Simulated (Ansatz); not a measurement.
**AlN (P6_3mc): bands and what follows from them**

Aim: the bands of AlN (P6_3mc) near the Fermi level, with what follows from them: effective masses and transport coefficients.

Program: Ansatz 0.2.0. Level of theory: DFT PBEsol, scalar-relativistic, plane waves, PAW. These are calculated values, not measurements.

1 further run of the same task is left out (set aside as unsound or not needed).

**1. The structure to begin with**

Symmetry: P6_3mc, No. 186, hexagonal system. Conventional cell: a = 3.111 Å, b = 3.111 Å, c = 4.979 Å, α = 90.00°, β = 90.00°, γ = 120.00°. Al (site symmetry 3m) has 4 N at 1.89 to 1.90 Å as nearest neighbours. N (site symmetry 3m) is surrounded by 4 Al at 1.89 to 1.90 Å.

Coordinates:

```cif
data_structure
_symmetry_space_group_name_H-M 'P6_3mc'
_symmetry_Int_Tables_number 186
_cell_length_a 3.1107
_cell_length_b 3.1107
_cell_length_c 4.9788
_cell_angle_alpha 90.000
_cell_angle_beta 90.000
_cell_angle_gamma 120.000
_cell_volume 41.72
loop_
_atom_site_label
_atom_site_type_symbol
_atom_site_symmetry_multiplicity
_atom_site_Wyckoff_symbol
_atom_site_fract_x
_atom_site_fract_y
_atom_site_fract_z
_atom_site_occupancy
Al1 Al 2 b 0.33333 0.66667 0.00155 1
N1 N 2 b 0.33333 0.66667 0.38345 1
```

Origin of the cell: volume kept, shape and atoms relaxed. At PBEsol, an earlier run found 0.59 GPa for this cell of 10.431 Å³/atom (12×12×8 mesh), gap on the mesh 4.12 eV.

**2. Bands on a fine mesh**

Contents of input.yaml:

```yaml
crystal:
  lattice:
    - [3.1107381234, 0.0, 0.0]
    - [-1.5553690617, 2.6939782394, 0.0]
    - [0.0, 0.0, 4.9788426555]
  atoms:
    - { symbol: Al, position: [0.3333333333, 0.6666666667, 0.0015510624] }
    - { symbol: Al, position: [0.6666666667, 0.3333333333, 0.5015510624] }
    - { symbol: "N", position: [0.3333333333, 0.6666666667, 0.3834489376] }
    - { symbol: "N", position: [0.6666666667, 0.3333333333, 0.8834489376] }
basis:
  ecutwfc: 420
  ecutrho_ratio: 4
kpoints:
  mp_grid: { grid: [12, 12, 8] }
hamiltonian:
  xc: pbesol
scf:
  occupations: { method: gaussian, width: 0.05 }
output:
  forces: true
  stress: true
  eigenvalues: true
  eigenstates:
    nscf_kmesh: { grid: [16, 16, 10] }
    de_dk: true
    e_range: [-2.5, 6.621272792984]
  write_density: true
  write_potential: true
  elf: true
  volumetric_format: npy
```

Command:

```
$ ansatz run input.yaml --threads 4 --pin off --max-ram 9216MiB --backend cpu --events-out ev --progress --plain --runs-dir out
```

The program printed:

```text
Warning: RAYON_NUM_THREADS=4 ignored (pool sized by the plan → 4); use --threads N
Engine: ansatz 0.2.0, x86_64-unknown-linux-gnu
Pseudopotentials: kind: paw
Pseudopotential: Al, paw, valence charge 3, recommended cutoff 420 eV (normal), Al.paw.azcp
Pseudopotential: N, paw, valence charge 5, recommended cutoff 420 eV (normal), N.paw.azcp
Functional definition: PBEsol
  exchange = pbesol_x
  correlation = pbesol_c
Crystal: 4 atoms, lattice volume = 41.724 Å³
Basis set: ecut = 420 eV, 809 PW (Γ), exchange–correlation on 48×48×72 points (8 copies of the dense FFT grid, shifted against one another)
Bands: 12, of which v1, the nominal top of the filled ones, is band 8 counted from 1 (7 counted from 0)
Symmetry: 12 space group operations
Space group: P63mc (ITA 186), of the structure as read, at distance tolerance 3.5e-5 Å
k-points: 95 of 1152 (time reversal used)
Non-local potential: Al, projectors of the file, l = 0: 2, l = 1: 2, l = 2: 1
Non-local potential: N, projectors of the file, l = 0: 2, l = 1: 2, l = 2: 1
PAW form: soft (Blöchl's): semilocal exchange-correlation on the pseudo side does not see the compensation charge
PAW frozen core: Al, regenerated for the run's functional, and the local potential with it (the file was generated under x = pbe(κ = 0.804, μ = 0.2195149727645171), c = pbe(β = 0.06672455060314922))
PAW frozen core: N, regenerated for the run's functional, and the local potential with it (the file was generated under x = pbe(κ = 0.804, μ = 0.2195149727645171), c = pbe(β = 0.06672455060314922))
PAW one-centre angular grid: Al, 110 points (default); XC on 64 Gauss nodes
PAW one-centre angular grid: N, 110 points (default); XC on 64 Gauss nodes
Initial density: superposition of atomic densities (neutral atoms: chi_scale 0, normalization atom), corrected by the library's trained network
Initial wavefunctions: pseudopotential atomic-orbital guess
Functional: x = pbesol(κ = 0.804, μ = 0.12345679012345678), c = pbesol(β = 0.046)
SCF iter   1: F=—  HF=-1811.930359 eV  |F-HF|=—  |Δ(HF+E_count)|=         —  Δρ=1.04e-2  dr2=4.79e-2  ethr=1.77e-3  ⟨swp⟩=5.4  Hψ=7389  notcnv=0
preconditioner: auto → none  [insulator: Δε(μ)=4.042 eV  Ē_g=12.965 eV  σ=0.050 eV  W_gap=1.00  n_scr=2 (ndim 8)  ℏωp=23.0 eV  f_vac=0.000  D(μ)=0.00/eV (n_scr^D=0)  ε∞_Penn≈4.1]
SCF iter   2: F=—  HF=-1811.916728 eV  |F-HF|=—  |Δ(HF+E_count)|=   1.36e-2  Δρ=1.32e-3  dr2=7.85e-4  ethr=3.00e-4  ⟨swp⟩=2.9  Hψ=2816  notcnv=0
SCF iter   3: F=—  HF=-1811.916572 eV  |F-HF|=—  |Δ(HF+E_count)|=   1.56e-4  Δρ=4.82e-4  dr2=5.22e-5  ethr=4.90e-6  ⟨swp⟩=2.1  Hψ=1807  notcnv=0
SCF iter   4: F=—  HF=-1811.916439 eV  |F-HF|=—  |Δ(HF+E_count)|=   1.33e-4  Δρ=2.06e-5  dr2=7.43e-8  ethr=3.26e-7  ⟨swp⟩=1.1  Hψ=1214  notcnv=0
SCF iter   5: F=—  HF=-1811.916437 eV  |F-HF|=—  |Δ(HF+E_count)|=   1.50e-6  Δρ=2.90e-6  dr2=1.24e-9  ethr=4.64e-10  ⟨swp⟩=2.1  Hψ=1896  notcnv=0
SCF iter   6: F=—  HF=-1811.916437 eV  |F-HF|=—  |Δ(HF+E_count)|=  3.08e-10  Δρ=3.97e-7  dr2=4.44e-11  ethr=7.74e-12  ⟨swp⟩=2.0  Hψ=1709  notcnv=0
SCF iter   7: F=-1811.916437 eV  HF=-1811.916437 eV  |F-HF|=2.27e-13  |Δ(HF+E_count)|=  1.59e-11  Δρ=7.01e-8  dr2=1.45e-12  ethr=1.00e-12  ⟨swp⟩=5.1  Hψ=4519  notcnv=0
SCF 1 converged in 7 iterations: F = -1811.916437 eV  dr2 = 1.45e-12
NSCF: frozen V_eff on 180 k-points
SCF converged after 7 iterations
Free energy (F): -1811.916437 eV
Harris-Foulkes:  -1811.916437 eV  (|F-HF|=2.27e-13)
Internal energy: -1811.916437 eV  (E = F + TS)
E sigma→0 (E₀):  -1811.916437 eV
Fermi energy:    9.130858 eV
--- Per-component energies (eV) ---
  E_band       = 28.921546
  E_kinetic    = 317.757237
  E_local      = -445.644244  (includes V_loc(G=0)·N_el)
  E_nonlocal   = 111.324958
  E_hartree    = 153.570364
  E_xc         = -201.456525
  E_vxc        = -215.025014  (∫ρ·V_xc dr)
  E_paw        = -1155.520544  (= ΣΔE_a)
  E_vpaw       = -46.632301  (= ΣTr[D̂ρ^β])
  E_aug_tail   = 0.000187  (compensation charges beyond the density's cutoff)
  E_ewald      = -592.042346
  E_core_change = 0.094476  (= ΣΔE_core)
  E_smearing   = -0.000000  (= −TS)
  E_closure    = 0.000000  (closes the sum)
  Σ components = -1811.916437   (vs F -1811.916437, Δ=0.00e0)
--- Forces (eV/Å), atoms counted from 1 ---
  atom   1  Al    -0.00000000     0.00000000    -0.00615576
  atom   2  Al     0.00000000    -0.00000000    -0.00615576
  atom   3  N      0.00000000    -0.00000000     0.00614742
  atom   4  N     -0.00000000     0.00000000     0.00614742
  max |Σ_I F_I| component: 1.67e-5 eV/Å
--- Stress (GPa, compression-positive) ---
        0.588915       0.000000       0.000000
        0.000000       0.588915       0.000000
        0.000000       0.000000       0.594911
  P = ⅓ Tr σ = 0.5909 GPa (5.909 kbar)
--- Band table (eV; the first three rows and the last of 95) ---
  k-point 0: bands = ["-8.0986", "-5.9144", "1.0133", "6.1928", "6.1928", "6.8477", "6.8477", "7.0702", "11.1915", "13.6366", "17.5793", "18.1071"]
  k-point 1: bands = ["-8.0379", "-6.0376", "1.2291", "6.2167", "6.2167", "6.7078", "6.8211", "6.8211", "11.4905", "13.6772", "17.4753", "18.0846"]
  k-point 2: bands = ["-7.8590", "-6.3580", "1.8234", "5.8497", "6.2840", "6.2840", "6.7469", "6.7469", "12.1572", "13.7568", "17.2439", "18.0759"]
  k-point 94: bands = ["-5.5113", "-5.5113", "2.1889", "2.1889", "3.1488", "3.1488", "6.2692", "6.2692", "14.3597", "14.3597", "14.7862", "14.7862"]
--- Fermi surface from the table of eigenstates not read: on its mesh, or on one of the eight of every second point, the electrons fill whole bands (an insulator's do; a metal wants a denser output.eigenstates.nscf_kmesh) ---
```

Run time: 5.4 s. Hardware: 4 threads of AMD EPYC (Zen 3), shared host; peak memory 0.41 GiB.

Read off: volume 10.431 Å³/atom, pressure 0.59 GPa, gap on the mesh 4.12 eV.

Density in a lattice plane of the grid's cell (edges 3.11 and 4.98 Å, at 0.333 of the third edge), which holds Al and N.

Ten even steps from '0' (0.06 e/Å³) to '9' (3.58 e/Å³):
```
00000124788631
10000125999842
00000125899741
00000013677521
00000011333210
00000001111100
00000000000000
00000000000000
00000000000000
00000000000000
01111000000000
11111100000000
01111000000000
00000000000000
00000000000000
00000000000000
00000000000000
00000000000000
00000001111110
00000012344321
```
Columns run along the first of these edges and rows up along the second, over one cell in 14 and 20 even steps from the bottom left corner. Atoms in the plane (fractional): Al at (0.67, 0.50), N at (0.67, 0.88).

ELF in the same plane.

Ten even steps from ' ' (0.01) to '@' (0.86):
```
%%==::::**%%@@@@##++**%%@@@@
%%==::::**%%@@@@++..::**@@@@
##==::::++%%@@%%++::--##@@@@
**--....==##%%@@%%%%%%@@@@%%
==..  ..::++##@@@@@@@@@@%%##
::..    ..--**%%@@@@@@@@##++
..........::--++**####**==::
::::::::::::..          ....
==++++++++==::            ::
##########**--          ..++
%%%%%%%%%%##++..        ::##
%%%%%%%%%%##**--        ==##
############++--..    ..==**
****####**++==::..  ....--++
==++****++==::....    ....--
::--====--::..          ....
..::::::::........::::......
::........::--==++++++++==--
==::....--++####%%%%%%%%##**
##==..::++%%@@@@@@@@@@@@@@@@
```
Columns run along the first of these edges and rows up along the second, over one cell in 14 and 20 even steps from the bottom left corner. Atoms in the plane (fractional): Al at (0.67, 0.50), N at (0.67, 0.88).

Both are smooth fields of the valence electrons: close to the nuclei they are not physical.

The highest ELF values outside the cores: 0.89 on the N–Al line, 0.8 Å from N.

**3. Levels about the band edges**

Edit input.yaml of step 2 so:

```diff
@@ -24,8 +24,34 @@
   eigenstates:
-    nscf_kmesh: { grid: [16, 16, 10] }
+    kpoints:
+      - [0.0, 0.0, 0.0]
+      - [0.005941072, -0.002970536, 0.0]
+      - [-0.005941072, 0.002970536, 0.0]
+      - [0.0, 0.005145119, 0.0]
+      - [0.0, -0.005145119, 0.0]
+      - [0.0, 0.0, 0.009508889]
+      - [0.0, 0.0, -0.009508889]
+      - [0.004200972, 0.001537663, 0.0]
+      - [-0.004200972, -0.001537663, 0.0]
+      - [0.004200972, -0.002100486, 0.0067238]
+      - [-0.004200972, 0.002100486, -0.0067238]
+      - [0.0, 0.003638149, 0.0067238]
+      - [0.0, -0.003638149, -0.0067238]
+      - [0.00343008, 0.001255496, 0.00548996]
+      - [-0.00343008, -0.001255496, -0.00548996]
+      - [0.0, 0.0, 0.0]
+      - [0.005941072, -0.002970536, 0.0]
+      - [-0.005941072, 0.002970536, 0.0]
+      - [0.0, 0.005145119, 0.0]
+      - [0.0, -0.005145119, 0.0]
+      - [0.0, 0.0, 0.009508889]
+      - [0.0, 0.0, -0.009508889]
+      - [0.004200972, 0.001537663, 0.0]
+      - [-0.004200972, -0.001537663, 0.0]
+      - [0.004200972, -0.002100486, 0.0067238]
+      - [-0.004200972, 0.002100486, -0.0067238]
+      - [0.0, 0.003638149, 0.0067238]
+      - [0.0, -0.003638149, -0.0067238]
+      - [0.00343008, 0.001255496, 0.00548996]
+      - [-0.00343008, -0.001255496, -0.00548996]
     de_dk: true
-    e_range: [-2.5, 6.621272792984]
-  write_density: true
-  write_potential: true
-  elf: true
-  volumetric_format: npy
+    e_range: [-2.660636558853, 2.660636558851]
```

Command:

```
$ ansatz run input.yaml --threads 4 --pin off --max-ram 9216MiB --backend cpu --events-out ev --progress --plain --runs-dir out
```

The program printed:

```text
Warning: RAYON_NUM_THREADS=4 ignored (pool sized by the plan → 4); use --threads N
[... 7 set-up lines as earlier in the session ...]
Crystal: 4 atoms, lattice volume = 41.724 Å³
Basis set: ecut = 420 eV, 809 PW (Γ), exchange–correlation on 48×48×72 points (8 copies of the dense FFT grid, shifted against one another)
Bands: 12, of which v1, the nominal top of the filled ones, is band 8 counted from 1 (7 counted from 0)
[... 2 set-up lines as earlier in the session ...]
k-points: 95 of 1152 (time reversal used)
[... 10 set-up lines as earlier in the session ...]
SCF iter   1: F=—  HF=-1811.930359 eV  |F-HF|=—  |Δ(HF+E_count)|=         —  Δρ=1.04e-2  dr2=4.79e-2  ethr=1.77e-3  ⟨swp⟩=5.4  Hψ=7389  notcnv=0
preconditioner: auto → none  [insulator: Δε(μ)=4.042 eV  Ē_g=12.965 eV  σ=0.050 eV  W_gap=1.00  n_scr=2 (ndim 8)  ℏωp=23.0 eV  f_vac=0.000  D(μ)=0.00/eV (n_scr^D=0)  ε∞_Penn≈4.1]
SCF iter   2: F=—  HF=-1811.916728 eV  |F-HF|=—  |Δ(HF+E_count)|=   1.36e-2  Δρ=1.32e-3  dr2=7.85e-4  ethr=3.00e-4  ⟨swp⟩=2.9  Hψ=2816  notcnv=0
SCF iter   3: F=—  HF=-1811.916572 eV  |F-HF|=—  |Δ(HF+E_count)|=   1.56e-4  Δρ=4.82e-4  dr2=5.22e-5  ethr=4.90e-6  ⟨swp⟩=2.1  Hψ=1807  notcnv=0
SCF iter   4: F=—  HF=-1811.916439 eV  |F-HF|=—  |Δ(HF+E_count)|=   1.33e-4  Δρ=2.06e-5  dr2=7.43e-8  ethr=3.26e-7  ⟨swp⟩=1.1  Hψ=1214  notcnv=0
SCF iter   5: F=—  HF=-1811.916437 eV  |F-HF|=—  |Δ(HF+E_count)|=   1.50e-6  Δρ=2.90e-6  dr2=1.24e-9  ethr=4.64e-10  ⟨swp⟩=2.1  Hψ=1896  notcnv=0
SCF iter   6: F=—  HF=-1811.916437 eV  |F-HF|=—  |Δ(HF+E_count)|=  3.08e-10  Δρ=3.97e-7  dr2=4.44e-11  ethr=7.74e-12  ⟨swp⟩=2.0  Hψ=1709  notcnv=0
SCF iter   7: F=-1811.916437 eV  HF=-1811.916437 eV  |F-HF|=2.27e-13  |Δ(HF+E_count)|=  1.59e-11  Δρ=7.01e-8  dr2=1.45e-12  ethr=1.00e-12  ⟨swp⟩=5.1  Hψ=4519  notcnv=0
SCF 1 converged in 7 iterations: F = -1811.916437 eV  dr2 = 1.45e-12
NSCF: frozen V_eff on 30 k-points
SCF converged after 7 iterations
Free energy (F): -1811.916437 eV
Harris-Foulkes:  -1811.916437 eV  (|F-HF|=2.27e-13)
Internal energy: -1811.916437 eV  (E = F + TS)
E sigma→0 (E₀):  -1811.916437 eV
Fermi energy:    9.130858 eV
--- Per-component energies (eV) ---
  E_band       = 28.921546
  E_kinetic    = 317.757237
  E_local      = -445.644244  (includes V_loc(G=0)·N_el)
  E_nonlocal   = 111.324958
  E_hartree    = 153.570364
  E_xc         = -201.456525
  E_vxc        = -215.025014  (∫ρ·V_xc dr)
  E_paw        = -1155.520544  (= ΣΔE_a)
  E_vpaw       = -46.632301  (= ΣTr[D̂ρ^β])
  E_aug_tail   = 0.000187  (compensation charges beyond the density's cutoff)
  E_ewald      = -592.042346
  E_core_change = 0.094476  (= ΣΔE_core)
  E_smearing   = -0.000000  (= −TS)
  E_closure    = 0.000000  (closes the sum)
  Σ components = -1811.916437   (vs F -1811.916437, Δ=0.00e0)
--- Forces (eV/Å), atoms counted from 1 ---
  atom   1  Al    -0.00000000     0.00000000    -0.00615576
  atom   2  Al     0.00000000    -0.00000000    -0.00615576
  atom   3  N      0.00000000    -0.00000000     0.00614742
  atom   4  N     -0.00000000     0.00000000     0.00614742
  max |Σ_I F_I| component: 1.67e-5 eV/Å
--- Stress (GPa, compression-positive) ---
        0.588915       0.000000       0.000000
        0.000000       0.588915       0.000000
        0.000000       0.000000       0.594911
  P = ⅓ Tr σ = 0.5909 GPa (5.909 kbar)
--- Band table (eV; the first three rows and the last of 95) ---
  k-point 0: bands = ["-8.0986", "-5.9144", "1.0133", "6.1928", "6.1928", "6.8477", "6.8477", "7.0702", "11.1915", "13.6366", "17.5793", "18.1071"]
  k-point 1: bands = ["-8.0379", "-6.0376", "1.2291", "6.2167", "6.2167", "6.7078", "6.8211", "6.8211", "11.4905", "13.6772", "17.4753", "18.0846"]
  k-point 2: bands = ["-7.8590", "-6.3580", "1.8234", "5.8497", "6.2840", "6.2840", "6.7469", "6.7469", "12.1572", "13.7568", "17.2439", "18.0759"]
  k-point 94: bands = ["-5.5113", "-5.5113", "2.1889", "2.1889", "3.1488", "3.1488", "6.2692", "6.2692", "14.3597", "14.3597", "14.7862", "14.7862"]
```

It took 3.2 s on 4 threads of AMD EPYC (Zen 3), shared host; peak memory 0.39 GiB.

Read off: volume 10.431 Å³/atom, pressure 0.59 GPa, mesh gap 4.12 eV.

**4. Masses at the band edges**

Effective masses from the curvatures, in electron masses (holes for the valence edge):

```csv
edge,band from the edge,degeneracy,x,y,z,[110],[111]
valence,1,1,4.47,4.47,0.24,4.47,0.66
valence,2,2,20.00,20.30,3.56,20.15,7.89
valence,3,2,0.30,0.30,3.56,0.30,0.43
conduction,1,1,0.30,0.30,0.29,0.30,0.30
```

The edges lie at k = (0.00, 0.00, 0.00) and (0.00, 0.00, 0.00).

**5. States of the whole zone by energy, transport at constant relaxation time**

Contents of input.yaml:

```yaml
crystal:
  lattice:
    - [3.1107381234, 0.0, 0.0]
    - [-1.5553690617, 2.6939782394, 0.0]
    - [0.0, 0.0, 4.9788426555]
  atoms:
    - { symbol: Al, position: [0.3333333333, 0.6666666667, 0.0015510624] }
    - { symbol: Al, position: [0.6666666667, 0.3333333333, 0.5015510624] }
    - { symbol: "N", position: [0.3333333333, 0.6666666667, 0.3834489376] }
    - { symbol: "N", position: [0.6666666667, 0.3333333333, 0.8834489376] }
basis:
  ecutwfc: 420
  ecutrho_ratio: 4
kpoints:
  mp_grid: { grid: [12, 12, 8] }
hamiltonian:
  xc: pbesol
scf:
  occupations: { method: gaussian, width: 0.05 }
output:
  forces: true
  stress: true
  eigenvalues: true
  states_by_energy: { minimum_broadening: 0.05 }
```

Command:

```
$ ansatz run input.yaml --threads 4 --pin off --max-ram 9216MiB --backend cpu --events-out ev --progress --plain --runs-dir out
```

The program printed:

```text
Warning: RAYON_NUM_THREADS=4 ignored (pool sized by the plan → 4); use --threads N
[... 7 set-up lines as earlier in the session ...]
Crystal: 4 atoms, lattice volume = 41.724 Å³
Basis set: ecut = 420 eV, 809 PW (Γ), exchange–correlation on 48×48×72 points (8 copies of the dense FFT grid, shifted against one another)
Bands: 12, of which v1, the nominal top of the filled ones, is band 8 counted from 1 (7 counted from 0)
[... 2 set-up lines as earlier in the session ...]
k-points: 95 of 1152 (time reversal used)
[... 10 set-up lines as earlier in the session ...]
SCF iter   1: F=—  HF=-1811.930359 eV  |F-HF|=—  |Δ(HF+E_count)|=         —  Δρ=1.04e-2  dr2=4.79e-2  ethr=1.77e-3  ⟨swp⟩=5.4  Hψ=7389  notcnv=0
preconditioner: auto → none  [insulator: Δε(μ)=4.042 eV  Ē_g=12.965 eV  σ=0.050 eV  W_gap=1.00  n_scr=2 (ndim 8)  ℏωp=23.0 eV  f_vac=0.000  D(μ)=0.00/eV (n_scr^D=0)  ε∞_Penn≈4.1]
SCF iter   2: F=—  HF=-1811.916728 eV  |F-HF|=—  |Δ(HF+E_count)|=   1.36e-2  Δρ=1.32e-3  dr2=7.85e-4  ethr=3.00e-4  ⟨swp⟩=2.9  Hψ=2816  notcnv=0
SCF iter   3: F=—  HF=-1811.916572 eV  |F-HF|=—  |Δ(HF+E_count)|=   1.56e-4  Δρ=4.82e-4  dr2=5.22e-5  ethr=4.90e-6  ⟨swp⟩=2.1  Hψ=1807  notcnv=0
SCF iter   4: F=—  HF=-1811.916437 eV  |F-HF|=—  |Δ(HF+E_count)|=   1.35e-4  Δρ=2.06e-5  dr2=7.05e-8  ethr=6.25e-10  ⟨swp⟩=4.9  Hψ=6393  notcnv=0
iter 5 did not close the SCF: its close was put off for the readings that it lacked (scf_convergence_deferred on its scf_iter line)
SCF iter   5: F=-1811.916437 eV  HF=-1811.916437 eV  |F-HF|=2.96e-10  |Δ(HF+E_count)|=   3.14e-8  Δρ=1.77e-6  dr2=4.50e-10  ethr=4.41e-10  ⟨swp⟩=2.3  Hψ=1866  notcnv=0
SCF iter   6: F=-1811.916437 eV  HF=-1811.916437 eV  |F-HF|=1.50e-11  |Δ(HF+E_count)|=  3.61e-10  Δρ=3.15e-7  dr2=2.78e-11  ethr=2.82e-12  ⟨swp⟩=1.0  Hψ=3306  notcnv=0
SCF 1 converged in 6 iterations: F = -1811.916437 eV  dr2 = 2.78e-11
NSCF: frozen V_eff on 8 k-points
SCF converged after 6 iterations
Free energy (F): -1811.916437 eV
Harris-Foulkes:  -1811.916437 eV  (|F-HF|=1.50e-11)
Internal energy: -1811.916437 eV  (E = F + TS)
E sigma→0 (E₀):  -1811.916437 eV
Fermi energy:    9.130859 eV
--- Per-component energies (eV) ---
  E_band       = 28.921549
  E_kinetic    = 317.757236
  E_local      = -445.644243  (includes V_loc(G=0)·N_el)
  E_nonlocal   = 111.324958
  E_hartree    = 153.570364
  E_xc         = -201.456525
  E_vxc        = -215.025014  (∫ρ·V_xc dr)
  E_paw        = -1155.520544  (= ΣΔE_a)
  E_vpaw       = -46.632301  (= ΣTr[D̂ρ^β])
  E_aug_tail   = 0.000187  (compensation charges beyond the density's cutoff)
  E_ewald      = -592.042346
  E_core_change = 0.094476  (= ΣΔE_core)
  E_smearing   = -0.000000  (= −TS)
  E_closure    = 0.000000  (closes the sum)
  Σ components = -1811.916437   (vs F -1811.916437, Δ=0.00e0)
--- Forces (eV/Å), atoms counted from 1 ---
  atom   1  Al     0.00000000     0.00000000    -0.00615827
  atom   2  Al     0.00000000    -0.00000000    -0.00615827
  atom   3  N      0.00000000    -0.00000000     0.00615495
  atom   4  N     -0.00000000     0.00000000     0.00615495
  max |Σ_I F_I| component: 6.62e-6 eV/Å
--- Stress (GPa, compression-positive) ---
        0.588896       0.000000       0.000000
        0.000000       0.588896       0.000000
        0.000000       0.000000       0.594946
  P = ⅓ Tr σ = 0.5909 GPa (5.909 kbar)
--- Band table (eV; the first three rows and the last of 95) ---
  k-point 0: bands = ["-8.0986", "-5.9144", "1.0133", "6.1928", "6.1928", "6.8477", "6.8477", "7.0702", "11.1915", "13.6366", "17.5793", "18.1071"]
  k-point 1: bands = ["-8.0379", "-6.0376", "1.2291", "6.2167", "6.2167", "6.7078", "6.8211", "6.8211", "11.4905", "13.6772", "17.4753", "18.0846"]
  k-point 2: bands = ["-7.8590", "-6.3580", "1.8234", "5.8497", "6.2840", "6.2840", "6.7469", "6.7469", "12.1572", "13.7568", "17.2439", "18.0759"]
  k-point 94: bands = ["-5.5113", "-5.5113", "2.1889", "2.1889", "3.1488", "3.1488", "6.2692", "6.2692", "14.3597", "14.3597", "14.7862", "14.7862"]
```

Run time: 66 s. Hardware: 4 threads of AMD EPYC (Zen 3), shared host; peak memory 0.84 GiB.

This gives: volume 10.431 Å³/atom, pressure 0.59 GPa, gap on the mesh 4.12 eV.

A script then sums the file of states by energy over Fermi windows, for rigid-band transport at a constant relaxation time τ. Negative carriers are holes, and the chemical potential counts from the run's Fermi level:

```csv
T (K),electrons added (10¹⁹ cm⁻³),chemical potential (eV),σ/τ xx (10²⁰/Ω m s),Seebeck xx (μV/K),Seebeck zz (μV/K),Lorenz xx (10⁻⁸ V²/K²)
600,1,2.065,0.00862,-237,-237,1.90
600,-1,-1.909,0.000833,517,441,2.87
600,10,2.294,0.0795,-84,-84,2.20
600,-10,-2.035,0.00842,325,249,2.89
600,100,2.821,0.554,-69,-79,2.83
600,-100,-2.208,0.0906,178,101,2.84
900,1,2.007,0.00831,-290,-290,1.92
900,-1,-1.770,0.000906,612,516,2.90
900,10,2.276,0.0775,-121,-122,2.22
900,-10,-1.953,0.00912,417,322,2.87
900,100,2.787,0.544,-96,-108,2.98
900,-100,-2.165,0.0958,243,160,2.64
```

**6. Summary of results**

| quantity | value |
| --- | --- |
| mass at the valence edge, x y z | 4.47 4.47 0.24 |
| mass at the conduction edge, x y z | 0.30 0.30 0.29 |
| largest S²σ/τ along x | at 900 K with 100 × 10¹⁹ cm⁻³ holes, S = 243 μV/K |

In words: Electrons are lighter than the top holes: the harmonic means over x, y and z are 0.30 and 0.65. Among the cases computed, S²σ/τ along x is largest at 900 K for hole doping of 100 × 10¹⁹ cm⁻³. That is the edge of the range tried, not a located peak. The gap is the Kohn–Sham one, unshifted (where it is too small, thermally excited carriers are overstated).
